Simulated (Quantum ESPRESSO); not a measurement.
# HgTe (I-4m2) in Quantum ESPRESSO: notebook

Aim: see how the results for HgTe move with the level of theory and the settings. Levels: LDA, r2SCAN. Tasks: band structure, single point, equation of state.

Everything below comes from runs of Quantum ESPRESSO 7.5. Logs are shortened: lines on timing, memory, paths and dates and some standing lists are left out, and cuts for length are marked.

## Step 1: The crystal as given

Symmetry: I-4m2, No. 119, tetragonal system. Conventional cell: a = 6.091 Å, b = 6.091 Å, c = 3.119 Å, α = 90.00°, β = 90.00°, γ = 90.00°. Hg (site symmetry -4m2) is surrounded by 2 Hg at 3.12 Å and 4 Te at 3.14 Å. Te (site symmetry -4m2) is surrounded by 2 Te at 3.12 Å and 4 Hg at 3.14 Å.

Measurements of this composition are mostly on another form, of space group No. 216.

## Step 2: Band structure, LDA

File pw.in:

```
&CONTROL
  calculation = 'scf'
  prefix = 'pwscf'
  outdir = './tmp'
  pseudo_dir = './pseudo'
  tprnfor = .true.
  tstress = .true.
  disk_io = 'low'
/
&SYSTEM
  ibrav = 0
  celldm(1) = 8
  nat = 2
  ntyp = 2
  ecutwfc = 45
  ecutrho = 360
  nbnd = 15
  occupations = 'smearing'
  smearing = 'fd'
  degauss = 0.00367493
/
&ELECTRONS
  conv_thr = 4d-10
  electron_maxstep = 120
  mixing_beta = 0.5
/
ATOMIC_SPECIES
Hg   200.5920 hg_lda_v1.uspp.F.UPF
Te   127.6000 te_lda_v1.uspp.F.UPF
CELL_PARAMETERS alat
 -0.7194194442923   0.7194194442923   0.3683572270003
  0.7194194442923  -0.7194194442923   0.3683572270003
  0.7194194442923   0.7194194442923  -0.3683572270003
ATOMIC_POSITIONS crystal
Hg     0.7500000000    0.2500000000    0.5000000000
Te     0.0000000000    0.0000000000    0.0000000000
K_POINTS automatic
10 10 10 0 0 0
```

File bands.in:

```
&CONTROL
  calculation = 'bands'
  prefix = 'pwscf'
  outdir = './tmp'
  pseudo_dir = './pseudo'
  disk_io = 'low'
  verbosity = 'high'
/
&SYSTEM
  ibrav = 0
  celldm(1) = 8
  nat = 2
  ntyp = 2
  ecutwfc = 45
  ecutrho = 360
  nbnd = 15
  occupations = 'smearing'
  smearing = 'fd'
  degauss = 0.00367493
/
&ELECTRONS
  conv_thr = 1d-08
  electron_maxstep = 120
  mixing_beta = 0.5
  diago_full_acc = .true.
  startingwfc = 'random'
/
ATOMIC_SPECIES
Hg   200.5920 hg_lda_v1.uspp.F.UPF
Te   127.6000 te_lda_v1.uspp.F.UPF
CELL_PARAMETERS alat
 -0.7194194442923   0.7194194442923   0.3683572270003
  0.7194194442923  -0.7194194442923   0.3683572270003
  0.7194194442923   0.7194194442923  -0.3683572270003
ATOMIC_POSITIONS crystal
Hg     0.7500000000    0.2500000000    0.5000000000
Te     0.0000000000    0.0000000000    0.0000000000
K_POINTS crystal
60
 0.0000000000  0.0000000000  0.0000000000 1
 0.0000000000  0.0000000000  0.1000000000 1
 0.0000000000  0.0000000000  0.2000000000 1
 0.0000000000  0.0000000000  0.3000000000 1
 0.0000000000  0.0000000000  0.4000000000 1
 0.0000000000  0.0000000000  0.5000000000 1
-0.1000000000  0.1000000000  0.5000000000 1
-0.2000000000  0.2000000000  0.5000000000 1
-0.3000000000  0.3000000000  0.5000000000 1
-0.4000000000  0.4000000000  0.5000000000 1
-0.5000000000  0.5000000000  0.5000000000 1
-0.4375000000  0.4375000000  0.4375000000 1
-0.3750000000  0.3750000000  0.3750000000 1
-0.3125000000  0.3125000000  0.3125000000 1
-0.2500000000  0.2500000000  0.2500000000 1
-0.1875000000  0.1875000000  0.1875000000 1
-0.1250000000  0.1250000000  0.1250000000 1
-0.0625000000  0.0625000000  0.0625000000 1
 0.0000000000  0.0000000000  0.0000000000 1
 0.0315541150  0.0315541150 -0.0315541150 1
 0.0631082299  0.0631082299 -0.0631082299 1
 0.0946623449  0.0946623449 -0.0946623449 1
 0.1262164599  0.1262164599 -0.1262164599 1
 0.1577705748  0.1577705748 -0.1577705748 1
 0.1893246898  0.1893246898 -0.1893246898 1
 0.2208788048  0.2208788048 -0.2208788048 1
 0.2524329197  0.2524329197 -0.2524329197 1
 0.2839870347  0.2839870347 -0.2839870347 1
 0.3155411497  0.3155411497 -0.3155411497 1
 0.3046176247  0.3046176247 -0.2212842914 1
 0.2936940998  0.2936940998 -0.1270274331 1
 0.2827705748  0.2827705748 -0.0327705748 1
 0.2718470499  0.2718470499  0.0614862834 1
 0.2609235249  0.2609235249  0.1557431417 1
 0.2500000000  0.2500000000  0.2500000000 1
 0.1875000000  0.3125000000  0.1875000000 1
 0.1250000000  0.3750000000  0.1250000000 1
 0.0625000000  0.4375000000  0.0625000000 1
 0.0000000000  0.5000000000  0.0000000000 1
-0.0788852874  0.5461147126  0.0788852874 1
-0.1577705748  0.5922294252  0.1577705748 1
-0.2366558623  0.6383441377  0.2366558623 1
-0.3155411497  0.6844588503  0.3155411497 1
-0.3418924140  0.6581075860  0.3418924140 1
-0.3682436783  0.6317563217  0.3682436783 1
-0.3945949427  0.6054050573  0.3945949427 1
-0.4209462070  0.5790537930  0.4209462070 1
-0.4472974713  0.5527025287  0.4472974713 1
-0.4736487357  0.5263512643  0.4736487357 1
-0.5000000000  0.5000000000  0.5000000000 1
 0.0000000000  0.0000000000  0.5000000000 1
 0.0277777778  0.0277777778  0.4722222222 1
 0.0555555556  0.0555555556  0.4444444444 1
 0.0833333333  0.0833333333  0.4166666667 1
 0.1111111111  0.1111111111  0.3888888889 1
 0.1388888889  0.1388888889  0.3611111111 1
 0.1666666667  0.1666666667  0.3333333333 1
 0.1944444444  0.1944444444  0.3055555556 1
 0.2222222222  0.2222222222  0.2777777778 1
 0.2500000000  0.2500000000  0.2500000000 1
```

Potentials or basis: GBRV 1.5 LDA.

Run with:

```
$ OMP_NUM_THREADS=1 mpirun -n 2 pw.x -nk 2 -in pw.in > pw.out
$ OMP_NUM_THREADS=1 mpirun -n 2 pw.x -nk 2 -in bands.in > bands.out
```

pw.out:

```text
This program is part of the open-source Quantum ESPRESSO suite
     for quantum simulation of materials; please cite
[... 13 lines left out ...]
     --------------------
     sticks:   dense  smooth     PW     G-vecs:    dense   smooth      PW
     Sum        1373     687    251                44989    15953    3411

     Using Slab Decomposition

     bravais-lattice index     =            0
     lattice parameter (alat)  =       8.0000  a.u.
     unit-cell volume          =     390.4483 (a.u.)^3
     number of atoms/cell      =            2
     number of atomic types    =            2
     number of electrons       =        18.00
     number of Kohn-Sham states=           15
     kinetic-energy cutoff     =      45.0000  Ry
     charge density cutoff     =     360.0000  Ry
     scf convergence threshold =      4.0E-10
     mixing beta               =       0.5000
     number of iterations used =            8  plain     mixing
     Exchange-correlation= SLA  PZ   NOGX NOGC
                           (   1   1   0   0   0   0   0)

     celldm(1)=   8.000000  celldm(2)=   0.000000  celldm(3)=   0.000000
     celldm(4)=   0.000000  celldm(5)=   0.000000  celldm(6)=   0.000000

     crystal axes: (cart. coord. in units of alat)
               a(1) = (  -0.719419   0.719419   0.368357 )
               a(2) = (   0.719419  -0.719419   0.368357 )
               a(3) = (   0.719419   0.719419  -0.368357 )

     reciprocal axes: (cart. coord. in units 2 pi/alat)
               b(1) = (  0.000000  0.695005  1.357378 )
               b(2) = (  0.695005  0.000000  1.357378 )
               b(3) = (  0.695005  0.695005  0.000000 )

     PseudoPot. # 1 for Hg read from file:
     hg_lda_v1.uspp.F.UPF
     Pseudo is Ultrasoft + core correction, Zval = 12.0
     Generated by new atomic code, or converted to UPF format
     Using radial grid of  985 points,  6 beta functions with:
                l(1) =   0
                l(2) =   0
                l(3) =   1
                l(4) =   1
                l(5) =   2
                l(6) =   2
     Q(r) pseudized with  8 coefficients,  rinner =    2.000   2.000   2.000
                                                       2.000   2.000

     PseudoPot. # 2 for Te read from file:
     te_lda_v1.uspp.F.UPF
     Pseudo is Ultrasoft + core correction, Zval =  6.0
     Generated by new atomic code, or converted to UPF format
     Using radial grid of  891 points,  5 beta functions with:
                l(1) =   0
                l(2) =   0
                l(3) =   1
                l(4) =   1
                l(5) =   2
     Q(r) pseudized with  6 coefficients,  rinner =    1.800   1.800   1.800
                                                       1.800   1.800

     atomic species   valence    mass     pseudopotential
     Hg               12.00   200.59200     Hg( 1.00)
     Te                6.00   127.60000     Te( 1.00)

      8 Sym. Ops. (no inversion) found

   Cartesian axes

     site n.     atom                  positions (alat units)
         1        Hg     tau(   1) = (   0.0000000   0.7194194   0.1841786  )
         2        Te     tau(   2) = (   0.0000000   0.0000000   0.0000000  )

     number of k points=   102  Fermi-Dirac smearing, width (Ry)=  0.0037

     Number of k-points >= 100: set verbosity='high' to print them.

     Dense  grid:    44989 G-vectors     FFT dimensions: (  54,  54,  54)

     Smooth grid:    15953 G-vectors     FFT dimensions: (  40,  40,  40)

     Initial potential from superposition of free atoms

     starting charge      17.9998, renormalised to      18.0000
     Starting wfcs are   13 randomized atomic wfcs +    2 random wfcs

     Self-consistent Calculation

     iteration #  1     ecut=    45.00 Ry     beta= 0.50
     Davidson diagonalization with overlap
     ethr =  1.00E-02,  avg # of iterations =  5.0

     Threshold (ethr) on eigenvalues was too large:
     Diagonalizing with lowered threshold

     Davidson diagonalization with overlap
     ethr =  2.47E-04,  avg # of iterations =  2.9

     total energy              =    -134.03292102 Ry
     estimated scf accuracy    <       0.04246316 Ry

     iteration #  2     ecut=    45.00 Ry     beta= 0.50
     Davidson diagonalization with overlap
     ethr =  2.36E-04,  avg # of iterations =  2.0

     total energy              =    -134.04433895 Ry
     estimated scf accuracy    <       0.02108403 Ry

     iteration #  3     ecut=    45.00 Ry     beta= 0.50
     Davidson diagonalization with overlap
     ethr =  1.17E-04,  avg # of iterations =  1.7

     total energy              =    -134.04813526 Ry
     estimated scf accuracy    <       0.00053004 Ry

     iteration #  4     ecut=    45.00 Ry     beta= 0.50
     Davidson diagonalization with overlap
     ethr =  2.94E-06,  avg # of iterations =  7.1

     total energy              =    -134.04822418 Ry
     estimated scf accuracy    <       0.00003120 Ry

     iteration #  5     ecut=    45.00 Ry     beta= 0.50
     Davidson diagonalization with overlap
     ethr =  1.73E-07,  avg # of iterations =  3.6

     total energy              =    -134.04823622 Ry
     estimated scf accuracy    <       0.00000159 Ry

     iteration #  6     ecut=    45.00 Ry     beta= 0.50
     Davidson diagonalization with overlap
     ethr =  8.86E-09,  avg # of iterations =  3.5

     total energy              =    -134.04823654 Ry
     estimated scf accuracy    <       0.00000033 Ry

     iteration #  7     ecut=    45.00 Ry     beta= 0.50
     Davidson diagonalization with overlap
     ethr =  1.84E-09,  avg # of iterations =  2.0

     total energy              =    -134.04823660 Ry
     estimated scf accuracy    <          7.1E-09 Ry

     iteration #  8     ecut=    45.00 Ry     beta= 0.50
     Davidson diagonalization with overlap
     ethr =  3.95E-11,  avg # of iterations =  4.0

     total energy              =    -134.04823661 Ry
     estimated scf accuracy    <          1.8E-09 Ry

     iteration #  9     ecut=    45.00 Ry     beta= 0.50
     Davidson diagonalization with overlap
     ethr =  9.83E-12,  avg # of iterations =  2.0

     End of self-consistent calculation

     Number of k-points >= 100: set verbosity='high' to print the bands.

     the Fermi energy is     7.5659 ev

!    total energy              =    -134.04823661 Ry
     estimated scf accuracy    <          1.8E-11 Ry
     smearing contrib. (-TS)   =      -0.00074853 Ry
     internal energy E=F+TS    =    -134.04748807 Ry

     The total energy is F=E-TS. E is the sum of the following terms:
     one-electron contribution =     -20.98719322 Ry
     hartree contribution      =      24.28791356 Ry
     xc contribution           =     -52.96493754 Ry
     ewald contribution        =     -84.38327088 Ry

     convergence has been achieved in   9 iterations

     Forces acting on atoms (cartesian axes, Ry/au):

     atom    1 type  1   force =     0.00000000    0.00000000    0.00000000
     atom    2 type  2   force =     0.00000000    0.00000000    0.00000000

     Total force =     0.000000     Total SCF correction =     0.000000

     Computing stress (Cartesian axis) and pressure

          total   stress  (Ry/bohr**3)                   (kbar)     P=      -48.41
  -0.00042025  -0.00000000  -0.00000000          -61.82       -0.00       -0.00
   0.00000000  -0.00042025   0.00000000            0.00      -61.82        0.00
   0.00000000  -0.00000000  -0.00014666            0.00       -0.00      -21.57

=------------------------------------------------------------------------------=
   JOB DONE.
=------------------------------------------------------------------------------=
```

Run time: 26 s. Hardware: 2 MPI ranks of AMD EPYC 9R45 (Zen 5), shared host; peak memory 0.38 GiB.

What came out:

- Free energy: -1823.8192 eV
- Pressure: -4.8 GPa
- Band gap on the k mesh: none (metal or under the smearing width)

Stress tensor (GPa, compression positive):
```
-6.18  0.00  0.00
 0.00 -6.18  0.00
 0.00  0.00 -2.16
```

Levels at the corners of the path, in eV from the Fermi level:
| point | band 5 | band 6 | band 7 | band 8 | band 9 | band 10 | band 11 | band 12 | band 13 | band 14 |
| --- | --- | --- | --- | --- | --- | --- | --- | --- | --- | --- |
| Γ | -6.09 | -6.09 | -3.51 | -2.34 | -2.34 | 3.54 | 4.71 | 6.99 | 6.99 | 9.30 |
| X | -6.07 | -6.04 | -6.00 | -0.78 | 1.53 | 1.95 | 2.90 | 3.47 | 9.01 | 10.65 |
| M | -6.06 | -6.05 | -4.42 | -4.23 | -4.23 | 3.23 | 7.38 | 8.00 | 8.00 | 12.23 |
| Γ | -6.09 | -6.09 | -3.51 | -2.34 | -2.34 | 3.54 | 4.71 | 6.99 | 6.99 | 9.30 |
| Z | -6.30 | -5.93 | -3.65 | -2.12 | -2.09 | -2.09 | 4.02 | 5.71 | 5.71 | 9.59 |
| P | -6.35 | -6.17 | -4.43 | -2.76 | -1.72 | 2.22 | 3.14 | 5.46 | 6.04 | 7.76 |
| N | -6.32 | -6.10 | -4.42 | -1.87 | -1.00 | -0.16 | 3.22 | 3.84 | 5.93 | 8.28 |
| Z1 | -6.30 | -5.93 | -3.65 | -2.12 | -2.09 | -2.09 | 4.02 | 5.71 | 5.71 | 9.59 |
| M | -6.06 | -6.05 | -4.42 | -4.23 | -4.23 | 3.23 | 7.38 | 8.00 | 8.00 | 12.23 |
| X | -6.07 | -6.04 | -6.00 | -0.78 | 1.53 | 1.95 | 2.90 | 3.47 | 9.01 | 10.65 |
| P | -6.35 | -6.17 | -4.43 | -2.76 | -1.72 | 2.22 | 3.14 | 5.46 | 6.04 | 7.76 |

Caveat: spin-orbit coupling is left out, which moves the levels of the heavy elements.

(Part 1 of 2 ends here.)
